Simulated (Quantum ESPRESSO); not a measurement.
# MgS (Niningerite) (Fm-3m) in Quantum ESPRESSO: a series of runs

The runs below take MgS (Niningerite) through phonons, with revPBE, WC, vdW-DF-cx.

All numbers are computed with Quantum ESPRESSO 7.5; they aren't measurements. Logs are shortened: lines on timing, memory, paths and dates and some standing lists are left out, and cuts for length are marked.

## 1. The structure

The structure is cubic, space group Fm-3m (No. 225). Conventional cell: a = 5.203 Å, b = 5.203 Å, c = 5.203 Å, α = 90.00°, β = 90.00°, γ = 90.00°. S (site symmetry m-3m) has 6 Mg at 2.60 Å as nearest neighbours. Mg (site symmetry m-3m) has 6 S at 2.60 Å as nearest neighbours.

## 2. Phonons, revPBE

Input file pw.in:

```
&CONTROL
  calculation = 'scf'
  prefix = 'pwscf'
  outdir = './tmp'
  pseudo_dir = './pseudo'
  tprnfor = .true.
  tstress = .true.
  disk_io = 'low'
/
&SYSTEM
  ibrav = 0
  nat = 2
  ntyp = 2
  ecutwfc = 84
  nbnd = 14
  input_dft = 'revpbe'
  occupations = 'smearing'
  smearing = 'fd'
  degauss = 0.00367493
/
&ELECTRONS
  conv_thr = 4d-10
  electron_maxstep = 120
  mixing_beta = 0.5
/
ATOMIC_SPECIES
S     32.0600 S.upf
Mg    24.3050 Mg.upf
CELL_PARAMETERS angstrom
   0.0000000000    2.6016500000    2.6016500000
   2.6016500000    0.0000000000    2.6016500000
   2.6016500000    2.6016500000    0.0000000000
ATOMIC_POSITIONS crystal
S      0.5000000000    0.5000000000    0.5000000000
Mg     0.0000000000    0.0000000000    0.0000000000
K_POINTS automatic
6 6 6 1 1 1
```

Input file relax.in:

```
&CONTROL
  calculation = 'vc-relax'
  prefix = 'pwscf'
  outdir = './tmp'
  pseudo_dir = './pseudo'
  tprnfor = .true.
  tstress = .true.
  disk_io = 'low'
  nstep = 40
  forc_conv_thr = 0.0001
  etot_conv_thr = 1d-06
/
&SYSTEM
  ibrav = 0
  nat = 2
  ntyp = 2
  ecutwfc = 84
  nbnd = 14
  input_dft = 'revpbe'
  occupations = 'smearing'
  smearing = 'fd'
  degauss = 0.00367493
/
&ELECTRONS
  conv_thr = 4d-10
  electron_maxstep = 120
  mixing_beta = 0.5
/
&IONS
  ion_dynamics = 'bfgs'
/
&CELL
  cell_dynamics = 'bfgs'
  press = 0
  press_conv_thr = 0.2
/
ATOMIC_SPECIES
S     32.0600 S.upf
Mg    24.3050 Mg.upf
CELL_PARAMETERS angstrom
   0.0000000000    2.6016500000    2.6016500000
   2.6016500000    0.0000000000    2.6016500000
   2.6016500000    2.6016500000    0.0000000000
ATOMIC_POSITIONS crystal
S      0.5000000000    0.5000000000    0.5000000000
Mg     0.0000000000    0.0000000000    0.0000000000
K_POINTS automatic
6 6 6 1 1 1
```

Input file scf2.in:

```
&CONTROL
  calculation = 'scf'
  prefix = 'pwscf'
  outdir = './tmp'
  pseudo_dir = './pseudo'
  tprnfor = .true.
  tstress = .true.
  disk_io = 'low'
/
&SYSTEM
  ibrav = 0
  nat = 2
  ntyp = 2
  ecutwfc = 84
  nbnd = 14
  input_dft = 'revpbe'
  occupations = 'fixed'
/
&ELECTRONS
  conv_thr = 1d-13
  electron_maxstep = 120
  mixing_beta = 0.5
  startingpot = 'file'
  startingwfc = 'file'
/
ATOMIC_SPECIES
S     32.0600 S.upf
Mg    24.3050 Mg.upf
CELL_PARAMETERS angstrom
   0.0000000000    2.6336786060    2.6336786060
   2.6336786060    0.0000000000    2.6336786060
   2.6336786060    2.6336786060    0.0000000000
ATOMIC_POSITIONS crystal
S      0.5000000000    0.5000000000    0.5000000000
Mg     0.0000000000    0.0000000000    0.0000000000
K_POINTS automatic
6 6 6 1 1 1
```

Input file ph.in:

```
phonons of MgS
&INPUTPH
  prefix = 'pwscf'
  outdir = './tmp'
  tr2_ph = 1d-18
  fildyn = 'dyn'
  niter_ph = 90
  alpha_mix(1) = 0.7
  epsil = .true.
/
0.0000000000 0.0000000000 0.0000000000
```

Input file dynmat.in:

```
&INPUT
  fildyn = 'dyn'
  asr = 'crystal'
  lperm = .true.
  filout = 'dynmat.disp'
  fileig = 'dynmat.eig'
/
```

Input file dynmat_lo.in:

```
&INPUT
  fildyn = 'dyn'
  asr = 'crystal'
  filout = 'dynmat_lo.disp'
  fileig = 'dynmat_lo.eig'
  q(1) = 0
  q(2) = 0
  q(3) = 1
/
```

Potentials or basis: PseudoDojo 0.4.1 SR PBE standard.

Started as:

```console
OMP_NUM_THREADS=1 mpirun -n 4 pw.x -nk 4 -in pw.in > pw.out
OMP_NUM_THREADS=1 mpirun -n 4 pw.x -nk 4 -in relax.in > relax.out
OMP_NUM_THREADS=1 mpirun -n 4 pw.x -nk 4 -in scf2.in > scf2.out
OMP_NUM_THREADS=1 mpirun -n 4 ph.x -nk 4 -in ph.in > ph.out
OMP_NUM_THREADS=1 mpirun -n 1 dynmat.x -in dynmat.in > dynmat.out
OMP_NUM_THREADS=1 mpirun -n 1 dynmat.x -in dynmat_lo.in > dynmat_lo.out
```

pw.out:

```text
This program is part of the open-source Quantum ESPRESSO suite
     for quantum simulation of materials; please cite
         "P. Giannozzi et al., J. Phys.:Condens. Matter 21 395502 (2009);
         "P. Giannozzi et al., J. Phys.:Condens. Matter 29 465901 (2017);
         "P. Giannozzi et al., J. Chem. Phys. 152 154105 (2020);
     in publications or presentations arising from this work. More details at

     IMPORTANT: XC functional enforced from input :
     Exchange-correlation= REVPBE
                           (   1   4   4   4   0   0   0)
     Any further DFT definition will be discarded
     Please, verify this is what you really want

     Message from routine setup:
     using ibrav=0 with symmetry is DISCOURAGED, use correct ibrav instead

     K-points division:     npool     =       4
     Subspace diagonalization in iterative solution of the eigenvalue problem:
     a serial algorithm will be used

     G-vector sticks info
     --------------------
     sticks:   dense  smooth     PW     G-vecs:    dense   smooth      PW
     Sum        1123    1123    337                24693    24693    4015

     Using Slab Decomposition

     bravais-lattice index     =            0
     lattice parameter (alat)  =       6.9528  a.u.
     unit-cell volume          =     237.6694 (a.u.)^3
     number of atoms/cell      =            2
     number of atomic types    =            2
     number of electrons       =        16.00
     number of Kohn-Sham states=           14
     kinetic-energy cutoff     =      84.0000  Ry
     charge density cutoff     =     336.0000  Ry
     scf convergence threshold =      4.0E-10
     mixing beta               =       0.5000
     number of iterations used =            8  plain     mixing
     Exchange-correlation= REVPBE
                           (   1   4   4   4   0   0   0)

     celldm(1)=   6.952848  celldm(2)=   0.000000  celldm(3)=   0.000000
     celldm(4)=   0.000000  celldm(5)=   0.000000  celldm(6)=   0.000000

     crystal axes: (cart. coord. in units of alat)
               a(1) = (   0.000000   0.707107   0.707107 )
               a(2) = (   0.707107   0.000000   0.707107 )
               a(3) = (   0.707107   0.707107   0.000000 )

     reciprocal axes: (cart. coord. in units 2 pi/alat)
               b(1) = ( -0.707107  0.707107  0.707107 )
               b(2) = (  0.707107 -0.707107  0.707107 )
               b(3) = (  0.707107  0.707107 -0.707107 )

     PseudoPot. # 1 for S  read from file:
     S.upf
     Pseudo is Norm-conserving + core correction, Zval =  6.0
     Generated using ONCVPSP code by D. R. Hamann
     Using radial grid of 1146 points,  6 beta functions with:
                l(1) =   0
                l(2) =   0
                l(3) =   1
                l(4) =   1
                l(5) =   2
                l(6) =   2

     PseudoPot. # 2 for Mg read from file:
     Mg.upf
     Pseudo is Norm-conserving, Zval = 10.0
     Generated using ONCVPSP code by D. R. Hamann
     Using radial grid of 1510 points,  4 beta functions with:
                l(1) =   0
                l(2) =   0
                l(3) =   1
                l(4) =   1

     atomic species   valence    mass     pseudopotential
     S                 6.00    32.06000     S ( 1.00)
     Mg               10.00    24.30500     Mg( 1.00)

     48 Sym. Ops., with inversion, found

   Cartesian axes

     site n.     atom                  positions (alat units)
         1        S      tau(   1) = (   0.7071068   0.7071068   0.7071068  )
         2        Mg     tau(   2) = (   0.0000000   0.0000000   0.0000000  )

     number of k points=    28  Fermi-Dirac smearing, width (Ry)=  0.0037
                       cart. coord. in units 2pi/alat
        k(    1) = (   0.0589256   0.0589256   0.0589256), wk =   0.0185185
        k(    2) = (   0.1767767   0.1767767  -0.0589256), wk =   0.0555556
        k(    3) = (   0.2946278   0.2946278  -0.1767767), wk =   0.0555556
        k(    4) = (  -0.2946278  -0.2946278   0.4124790), wk =   0.0555556
        k(    5) = (  -0.1767767  -0.1767767   0.2946278), wk =   0.0555556
        k(    6) = (  -0.0589256  -0.0589256   0.1767767), wk =   0.0555556
[... 20 lines left out ...]
        k(   27) = (   0.2946278   0.2946278   0.2946278), wk =   0.0185185
        k(   28) = (  -0.2946278  -0.2946278   0.8838835), wk =   0.0555556

     Dense  grid:    24693 G-vectors     FFT dimensions: (  45,  45,  45)

     Initial potential from superposition of free atoms

     starting charge      15.9992, renormalised to      16.0000
     Starting wfcs are    9 randomized atomic wfcs +    5 random wfcs

     Self-consistent Calculation

     iteration #  1     ecut=    84.00 Ry     beta= 0.50
     Davidson diagonalization with overlap
     ethr =  1.00E-02,  avg # of iterations =  7.3

     Threshold (ethr) on eigenvalues was too large:
     Diagonalizing with lowered threshold

     Davidson diagonalization with overlap
     ethr =  6.07E-04,  avg # of iterations =  1.2

     total energy              =    -141.15187419 Ry
     estimated scf accuracy    <       0.09727511 Ry

     iteration #  2     ecut=    84.00 Ry     beta= 0.50
     Davidson diagonalization with overlap
     ethr =  6.08E-04,  avg # of iterations =  2.1

     total energy              =    -141.16823360 Ry
     estimated scf accuracy    <       0.00376823 Ry

     iteration #  3     ecut=    84.00 Ry     beta= 0.50
     Davidson diagonalization with overlap
     ethr =  2.36E-05,  avg # of iterations =  4.5

     total energy              =    -141.16859286 Ry
     estimated scf accuracy    <       0.00087479 Ry

     iteration #  4     ecut=    84.00 Ry     beta= 0.50
     Davidson diagonalization with overlap
     ethr =  5.47E-06,  avg # of iterations =  2.2

     total energy              =    -141.16865565 Ry
     estimated scf accuracy    <       0.00000735 Ry

     iteration #  5     ecut=    84.00 Ry     beta= 0.50
     Davidson diagonalization with overlap
     ethr =  4.59E-08,  avg # of iterations =  2.8

     total energy              =    -141.16865934 Ry
     estimated scf accuracy    <       0.00000119 Ry

     iteration #  6     ecut=    84.00 Ry     beta= 0.50
     Davidson diagonalization with overlap
     ethr =  7.43E-09,  avg # of iterations =  2.0

     total energy              =    -141.16865972 Ry
     estimated scf accuracy    <       0.00000019 Ry

     iteration #  7     ecut=    84.00 Ry     beta= 0.50
     Davidson diagonalization with overlap
     ethr =  1.19E-09,  avg # of iterations =  2.0

     total energy              =    -141.16865976 Ry
     estimated scf accuracy    <          1.4E-09 Ry

     iteration #  8     ecut=    84.00 Ry     beta= 0.50
     Davidson diagonalization with overlap
     ethr =  8.44E-12,  avg # of iterations =  2.3

     End of self-consistent calculation

          k = 0.0589 0.0589 0.0589 (  3092 PWs)   bands (ev):

   -68.4109 -35.1956 -35.1953 -35.1953  -6.1582   5.9044   6.3736   6.3736
    10.6902  14.2250  14.5600  14.5600  16.4256  16.4256

          k = 0.1768 0.1768-0.0589 (  3076 PWs)   bands (ev):

   -68.4108 -35.1974 -35.1958 -35.1954  -5.8198   4.3589   5.8239   6.2899
    11.7873  13.8905  14.6059  14.6635  15.4941  17.1536

          k = 0.2946 0.2946-0.1768 (  3082 PWs)   bands (ev):

   -68.4106 -35.2003 -35.1963 -35.1959  -5.1834   2.4021   5.4981   5.9688
    11.5977  13.4816  13.7448  15.9138  17.6964  18.5838

          k =-0.2946-0.2946 0.4125 (  3091 PWs)   bands (ev):

   -68.4106 -35.2013 -35.1963 -35.1962  -4.9092   1.7554   5.5275   5.7464
    11.4065  13.0283  13.6562  16.8821  18.4442  20.3330

          k =-0.1768-0.1768 0.2946 (  3087 PWs)   bands (ev):

   -68.4107 -35.1994 -35.1960 -35.1959  -5.3971   2.9731   5.8028   5.8478
    11.6749  13.4906  14.3713  14.9168  17.3364  18.3330

          k =-0.0589-0.0589 0.1768 (  3078 PWs)   bands (ev):

   -68.4108 -35.1965 -35.1956 -35.1955  -5.9836   5.1003   6.1044   6.1819
    11.4767  13.6137  14.7304  15.0112  15.4486  16.8353

          k = 0.2946 0.0589 0.0589 (  3090 PWs)   bands (ev):

   -68.4107 -35.1977 -35.1961 -35.1960  -5.6614   4.1789   5.6961   5.7027
    12.0409  12.7741  14.0402  15.7300  16.3117  17.6321

          k = 0.4125 0.1768-0.0589 (  3084 PWs)   bands (ev):

   -68.4106 -35.1995 -35.1970 -35.1964  -5.1471   3.0117   4.8373   5.4535
    11.7267  12.8361  14.0833  15.8416  17.6089  20.0435

          k =-0.1768-0.4125 0.5303 (  3097 PWs)   bands (ev):

   -68.4105 -35.2006 -35.1976 -35.1966  -4.7406   2.2026   4.2956   5.2931
    11.7107  13.0117  14.8683  15.7606  18.8433  20.0658

          k =-0.0589-0.2946 0.4125 (  3086 PWs)   bands (ev):

   -68.4106 -35.1999 -35.1976 -35.1962  -4.9720   2.6536   4.3063   5.6197
    12.4324  12.9621  14.2958  15.2558  17.5528  20.7881

          k = 0.0589-0.1768 0.2946 (  3073 PWs)   bands (ev):

   -68.4107 -35.1985 -35.1964 -35.1957  -5.5206   3.5992   5.3478   5.9972
    12.2877  13.5165  13.6511  15.0338  16.2861  18.5273

          k = 0.5303 0.0589 0.0589 (  3092 PWs)   bands (ev):

   -68.4106 -35.2001 -35.1973 -35.1972  -4.8512   2.7185   4.7534   4.9797
    10.1862  11.4727  16.5871  17.4511  18.8343  19.7482

          k =-0.0589-0.5303 0.6482 (  3103 PWs)   bands (ev):

   -68.4105 -35.2003 -35.1982 -35.1974  -4.5751   2.5534   3.9782   4.6849
    10.3845  12.1870  16.2528  17.1772  19.5418  21.3051

          k = 0.0589-0.4125 0.5303 (  3098 PWs)   bands (ev):

   -68.4105 -35.1999 -35.1987 -35.1968  -4.6319   2.6484   3.4607   5.1017
    11.3327  13.8260  15.2388  15.4927  18.5873  19.4843

          k = 0.1768-0.2946 0.4125 (  3085 PWs)   bands (ev):

   -68.4106 -35.2007 -35.1968 -35.1962  -4.9410   2.1161   5.0143   5.6615
    11.9890  12.6847  14.1901  15.9880  18.4973  19.6256

          k =-0.6482 0.0589 0.0589 (  3090 PWs)   bands (ev):

   -68.4105 -35.2007 -35.1977 -35.1975  -4.5956   2.3687   4.5161   4.8142
     9.6497  11.2031  17.9019  18.1383  19.6242  20.7125

          k =-0.5303 0.1768-0.0589 (  3092 PWs)   bands (ev):

   -68.4105 -35.2001 -35.1977 -35.1970  -4.7939   2.6688   4.3471   4.9495
    10.8580  12.4136  15.1426  16.8018  18.8605  21.2255

          k =-0.4125 0.0589 0.0589 (  3094 PWs)   bands (ev):

   -68.4106 -35.1990 -35.1967 -35.1967  -5.2509   3.3501   5.1782   5.2902
    11.1567  12.0039  15.0735  16.5707  17.5664  18.6736

          k = 0.1768 0.1768 0.1768 (  3080 PWs)   bands (ev):

   -68.4108 -35.1984 -35.1956 -35.1956  -5.6687   3.6536   6.1037   6.1037
    11.4755  14.3024  14.3024  14.7969  16.7456  16.7456

          k = 0.2946 0.2946 0.0589 (  3087 PWs)   bands (ev):

   -68.4107 -35.1994 -35.1969 -35.1958  -5.2703   3.0143   4.8255   6.0183
    12.5108  13.4518  14.2334  14.4871  16.4286  20.1009

          k =-0.2946-0.2946 0.6482 (  3100 PWs)   bands (ev):

   -68.4106 -35.2000 -35.1982 -35.1964  -4.7815   2.5075   3.8007   5.5574
    11.6022  14.0080  14.7000  15.3969  18.0474  19.1922

          k =-0.1768-0.1768 0.5303 (  3097 PWs)   bands (ev):

   -68.4105 -35.2003 -35.1977 -35.1968  -4.7675   2.4276   4.2446   5.2313
    10.9519  13.2290  15.2918  15.4561  19.2089  20.8182

          k = 0.4125 0.1768 0.1768 (  3087 PWs)   bands (ev):

   -68.4106 -35.2001 -35.1966 -35.1964  -5.0672   2.5335   5.1247   5.4850
    11.6364  13.0745  14.7706  14.7963  18.4547  20.0424

          k =-0.1768-0.4125 0.7660 (  3089 PWs)   bands (ev):

   -68.4105 -35.2000 -35.1982 -35.1969  -4.7077   2.6128   3.8688   4.9618
    11.8646  13.2986  14.1954  16.0892  18.7826  20.1742

          k =-0.0589-0.2946 0.6482 (  3097 PWs)   bands (ev):

   -68.4105 -35.1997 -35.1988 -35.1974  -4.5542   2.8680   3.4798   4.4327
    11.5164  13.5831  14.6543  15.6936  19.7121  20.8820

          k =-0.7660 0.1768 0.1768 (  3098 PWs)   bands (ev):

   -68.4105 -35.2000 -35.1987 -35.1970  -4.5893   2.6552   3.4633   5.0927
    10.5169  13.1972  16.0747  16.2926  18.6758  20.0352

          k = 0.2946 0.2946 0.2946 (  3082 PWs)   bands (ev):

   -68.4106 -35.2011 -35.1960 -35.1960  -5.0446   1.9102   5.8721   5.8721
    11.1083  13.5074  13.5074  16.5987  18.3541  19.4279

          k =-0.2946-0.2946 0.8839 (  3092 PWs)   bands (ev):

   -68.4106 -35.2009 -35.1971 -35.1963  -4.8195   1.9895   4.6883   5.6284
    11.7954  12.9589  14.1368  16.4636  19.2118  19.2366

     the Fermi energy is     7.6307 ev

!    total energy              =    -141.16865976 Ry
     estimated scf accuracy    <          1.4E-10 Ry
     smearing contrib. (-TS)   =      -0.00000000 Ry
     internal energy E=F+TS    =    -141.16865976 Ry

     The total energy is F=E-TS. E is the sum of the following terms:
     one-electron contribution =     -86.47454839 Ry
     hartree contribution      =      44.48666032 Ry
     xc contribution           =     -22.46729517 Ry
     ewald contribution        =     -76.71347653 Ry

     convergence has been achieved in   8 iterations

     Forces acting on atoms (cartesian axes, Ry/au):

     atom    1 type  1   force =     0.00000000   -0.00000000   -0.00000000
     atom    2 type  2   force =    -0.00000000   -0.00000000   -0.00000000

     Total force =     0.000000     Total SCF correction =     0.000000

     Computing stress (Cartesian axis) and pressure

          total   stress  (Ry/bohr**3)                   (kbar)     P=       28.11
   0.00019110   0.00000000   0.00000000           28.11        0.00        0.00
   0.00000000   0.00019110   0.00000000            0.00       28.11        0.00
   0.00000000   0.00000000   0.00019110            0.00        0.00       28.11

=------------------------------------------------------------------------------=
   JOB DONE.
=------------------------------------------------------------------------------=
```

Run time: 2.6 min. Hardware: 4 MPI ranks of Arm Neoverse V2, shared host; peak memory 0.44 GiB.

What came out:

```yaml
Free_energy: -1920.7089 eV
Relaxed_volume: 18.27 Å³/atom
Relaxed_cell: a = 3.725 Å, b = 3.725 Å, c = 3.725 Å, α = 60.00°, β = 60.00°, γ = 60.00°
Space_group_after_relaxing_to_0.05_Å: Fm-3m (No. 225)
Pressure_after_relaxing: 0.0 GPa
Electronic_dielectric_tensor_diagonal: 5.33
Born_charges_mean_of_the_diagonal: S -2.36; Mg +2.36 e
Highest_phonon_frequency_at_Γ_LO-TO_splitting_left_out: 222 cm⁻¹
Static_dielectric_tensor_diagonal: 16.53
```

Step by step:
```tsv
step	energy change (eV)	largest force (eV/Å)	pressure (GPa)	volume (Å³)
1	0.0000	0.0000	2.81	35.22
2	-0.0071	0.0000	1.67	35.73
3	-0.0108	0.0000	0.49	36.29
4	-0.0112	0.0000	0.01	36.53
5	-0.0112	0.0000	0.00	36.54
```

Final structure:
```xyz
2
Lattice="0.0000 2.6337 2.6337 2.6337 0.0000 2.6337 2.6337 2.6337 0.0000" Properties=species:S:1:pos:R:3 pbc="T T T"
S     2.6337    2.6337    2.6337
Mg    0.0000    0.0000    0.0000
```

Levels at points of the mesh, in eV from the valence-band top:
```tsv
k point	band 4	band 5	band 6	band 7	band 8	band 9	band 10	band 11	band 12	band 13
(0.08, 0.08, 0.08)	-41.65	-12.34	-0.46	0.00	0.00	4.04	7.86	8.20	8.20	9.99
```

Phonon frequencies in cm⁻¹ (negative: imaginary):
```
              q point           frequencies
(0.000, 0.000, 0.000)  48 48 48 222 222 222
```

Electronic dielectric tensor:
```
5.33 0.00 0.00
0.00 5.33 0.00
0.00 0.00 5.33
```

Born effective charge tensors (e):
atom 1, S
```
-2.36  0.00  0.00
 0.00 -2.36  0.00
 0.00  0.00 -2.36
```
atom 2, Mg
```
2.36 0.00 0.00
0.00 2.36 0.00
0.00 0.00 2.36
```

Optical modes at Γ, degenerate ones joined, polar ones without the macroscopic field:
```tsv
cm⁻¹	components	symmetry	active in	IR intensity, summed ((D/Å)²/amu)
220	3	T1u	IR	27.96
```

Zone-centre frequencies without and with the macroscopic field along z (cm⁻¹):
```
                optical modes in rising order
       without                    220 220 220
with the field                    220 220 388
```

Static dielectric tensor, electrons and zone-centre modes:
```
16.53  0.00  0.00
 0.00 16.53  0.00
 0.00  0.00 16.53
```

Caveat: the potentials were made for another functional, which shifts forces and pressure; before the sum rule the acoustic modes lie tens of cm⁻¹ from zero, a sign that the density grid also shifts the optical modes.

(Continued in part 2 of 2.)
